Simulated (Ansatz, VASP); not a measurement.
# Cs in VASP and in Ansatz

Contents of INCAR:

```
SYSTEM = Cs
PREC = Accurate ; ENCUT = 520
EDIFF = 1E-6 ; ISMEAR = -1
SIGMA = 0.1 ; LREAL = .False.
LASPH = .True. ; NELM = 80
ALGO = Normal ; ISIF = 2
LWAVE = .False. ; LCHARG = .False.
GGA = CA ; NBANDS = 10
```

KPOINTS

```
Automatic mesh
0
Gamma
  10 10 10
  0 0 0
```

The input POSCAR:

```
Cs
1.0
    0.0000000000      2.9771768076      2.9771768076
    2.9771768076      0.0000000000      2.9771768076
    2.9771768076      2.9771768076      0.0000000000
Cs
1
Direct
    0.0000000000      0.0000000000      0.0000000000
```

Input for Ansatz:

```yaml
crystal:
  lattice:
    - [0.0, 2.9771768076, 2.9771768076]
    - [2.9771768076, 0.0, 2.9771768076]
    - [2.9771768076, 2.9771768076, 0.0]
  atoms:
    - { symbol: Cs, position: [0.0, 0.0, 0.0] }
kpoints:
  mp_grid: { grid: [10, 10, 10] }
scf:
  occupations: { method: fermi_dirac, width: 0.1 }
hamiltonian:
  xc: lda
  pseudopotentials: { kind: paw }
output:
  forces: true
  stress: true
  eigenvalues: true
  populations: true
  write_density: true
  write_potential: true
  elf: true
  volumetric_format: npy
```

Change from the starting cell: volume scaled by 0.55, PAW files.

Alike in both runs: task single point; functional LDA; k mesh 10 × 10 × 10; occupations fermi-dirac, width 0.1 eV; no spin polarisation.

|  | VASP | Ansatz |
| --- | --- | --- |
| version | VASP 6.6.1 | Ansatz 0.2.0 |
| potentials or method | VASP PAW LDA potentials, release 64 (Cs_sv) | PAW with Ansatz's default frozen-core files, scalar-relativistic |
| plane-wave cutoff (eV) | 520 | 420 |
| valence electrons in the cell | 9 | 9 |

|  | VASP | Ansatz | Ansatz less VASP |
| --- | --- | --- | --- |
| pressure (GPa) | 2.9 | 3.0 | +0.01 |

Spin-orbit coupling is left out, which matters for the levels of Cs.
